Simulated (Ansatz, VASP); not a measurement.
**Two plane-wave programs on NiO**

Contents of INCAR:

```
SYSTEM = NiO
PREC     = Accurate       ! precision mode
ENCUT    = 520            ! plane-wave cutoff, eV
EDIFF    = 1E-6           ! SCF threshold, eV
ISMEAR   = 0              ! smearing method
SIGMA    = 0.05           ! smearing width, eV
LREAL    = .False.        ! projectors in reciprocal space
LASPH    = .True.         ! aspherical terms in the spheres
NELM     = 150            ! most SCF steps
ALGO     = Normal         ! electronic algorithm
ISIF     = 2              ! what is computed and relaxed
LWAVE    = .False.        ! write WAVECAR
LCHARG   = .False.        ! write CHGCAR
ISPIN    = 2              ! spin polarisation
MAGMOM   = 0.04 0         ! initial moments
LORBIT   = 11             ! projections on sites
LMAXMIX  = 4              ! l up to which the mixer works
LDAU     = .True.         ! DFT+U
LDAUTYPE = 2            
LDAUL    = 2 -1           ! shell
LDAUU    = 8 0            ! U, eV
LDAUJ    = 0 0          
LDAUPRINT= 1            
GGA      = PE             ! functional
NBANDS   = 19             ! bands
```

KPOINTS

```
regular mesh
0
Gamma
  8 8 8
  0 0 0
```

POSCAR

```
NiO
1.0
    0.0000000000      2.0913095100      2.0913095100
    2.0913095100      0.0000000000      2.0913095100
    2.0913095100      2.0913095100      0.0000000000
Ni O
1 1
Direct
    0.0000000000      0.0000000000      0.0000000000
    0.5000000000      0.5000000000      0.5000000000
```

File input.yaml:

```yaml
crystal:
  lattice:
    - [0.0, 2.09130951, 2.09130951]
    - [2.09130951, 0.0, 2.09130951]
    - [2.09130951, 2.09130951, 0.0]
  atoms:
    - { symbol: Ni, position: [0.0, 0.0, 0.0], spin: 0.04 }
    - { symbol: O, position: [0.5, 0.5, 0.5] }
hamiltonian:
  xc: pbe
  pseudopotentials: { kind: paw }
  hubbard: { sites: [{ species: Ni, l: d, u_eff: 8.0 }] }
magnetization:
  spin_polarized: true
kpoints:
  mp_grid: { grid: [8, 8, 8] }
scf:
  occupations: { method: gaussian, width: 0.05 }
output:
  forces: true
  stress: true
  eigenvalues: true
```

Alike in both runs: task single point; functional PBE; k mesh 8 × 8 × 8; occupations gaussian, width 0.05 eV; collinear spin, random start; Hubbard terms Ni d U = 8 eV.

|  | VASP | Ansatz |
| --- | --- | --- |
| version | VASP 6.6.1 | Ansatz 0.2.0 |
| potentials or method | VASP PAW PBE potentials, release 64 (Ni, O) | Ansatz PAW |
| plane-wave cutoff (eV) | 520 | 420 |
| valence electrons in the cell | 16 | 24 |

Ansatz gave:

| Item | Value |
| --- | --- |
| gap on the k mesh at the Fermi level (eV) | 2.37 |
| least direct gap on the mesh (eV) | 3.59 |
| pressure (GPa) | 14.3 |
| net moment per atom (μB) | 1.00 |
| size of the moment on the site where the two differ most (μB) | 1.75 |

Q: Estimate VASP's values.

A: gap on the k mesh at the Fermi level (eV): 3.02; least direct gap on the mesh (eV): 3.79; pressure (GPa): -0.5; net moment per atom (μB): 1.00; size of the moment on the site where the two differ most (μB): 1.88.

Site moments also hang on the region over which each program counts them. The programs project onto different local orbitals, so the same U acts differently. The two sets of potentials don't hold the same shells in valence.

Caveats: a cell with one magnetic atom can't hold antiferromagnetic order, which such compounds often take; the magnetic or orbital state may not be the lowest (Ansatz); the pressure holds a Pulay correction of +0.7 GPa for the finite cutoff (Ansatz). A k mesh can miss the band edges. The state reached can hang on the start; a lower one may exist.
